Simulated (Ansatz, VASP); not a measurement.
# Pd in VASP and in Ansatz

Contents of POSCAR:

```
Pd
1.0
   -1.6319647868      1.6319647868      1.6319647868
    1.6319647868     -1.6319647868      1.6319647868
    1.6319647868      1.6319647868     -1.6319647868
Pd
1
Direct
    0.0000000000      0.0000000000      0.0000000000
```

The input INCAR.step1:

```
SYSTEM = Pd
PREC = Accurate ; ENCUT = 520
ISMEAR = 0 ; SIGMA = 0.1
LREAL = .FALSE. ; LASPH = .TRUE.
NELM = 100 ; NBANDS = 11
GGA = PE ; ALGO = Normal
EDIFF = 1E-4 ; LWAVE = .TRUE.
LCHARG = .FALSE.
```

Contents of INCAR.step2:

```
SYSTEM = Pd
PREC = Accurate ; ENCUT = 520
EDIFF = 1E-7 ; ISMEAR = 0
SIGMA = 0.1 ; LREAL = .FALSE.
LASPH = .TRUE. ; NELM = 100
ALGO = Normal ; ISIF = 2
LWAVE = .FALSE. ; LCHARG = .FALSE.
METAGGA = R2SCAN ; LMIXTAU = .TRUE.
NBANDS = 11 ; ISTART = 1
```

File KPOINTS:

```
Automatic mesh
0
G
  18 18 18
  0 0 0
```

Input for Ansatz:

```yaml
crystal:
  lattice:
    - [-1.6319647868, 1.6319647868, 1.6319647868]
    - [1.6319647868, -1.6319647868, 1.6319647868]
    - [1.6319647868, 1.6319647868, -1.6319647868]
  atoms:
    - { symbol: Pd, position: [0.0, 0.0, 0.0] }
basis:
  ecutwfc: 500
kpoints:
  mp_grid: { grid: [18, 18, 18] }
hamiltonian:
  xc: r2scan
scf:
  occupations: { method: gaussian, width: 0.1 }
output:
  forces: true
  stress: true
  eigenvalues: true
```

Alike in both runs: task single point; functional r2SCAN; k mesh 18 × 18 × 18; occupations gaussian, width 0.1 eV; no spin polarisation.

```csv
,VASP,Ansatz
version,VASP 6.6.1,Ansatz 0.2.0
potentials or method,"VASP PAW PBE potentials, release 64 (Pd)","scalar-relativistic, plane waves, PAW"
plane-wave cutoff (eV),520,500
valence electrons in the cell,10,18
```

|  | VASP | Ansatz | Ansatz less VASP |
| --- | --- | --- | --- |
| gap on the k mesh at the Fermi level (eV) | none | none | - |
| pressure (GPa) | -17.3 | -17.5 | -0.19 |

A gap of «none» marks a metal or a gap that the smearing closes. The functional is the same, so the differences come from potentials, cutoffs and numerics. The two sets of potentials don't hold the same shells in valence.

Caveats: so large a pressure means that the cell lies far from this level's equilibrium, or that cutoff or potentials fall short (VASP); the potentials were made for another functional, which shifts forces and pressure (VASP).
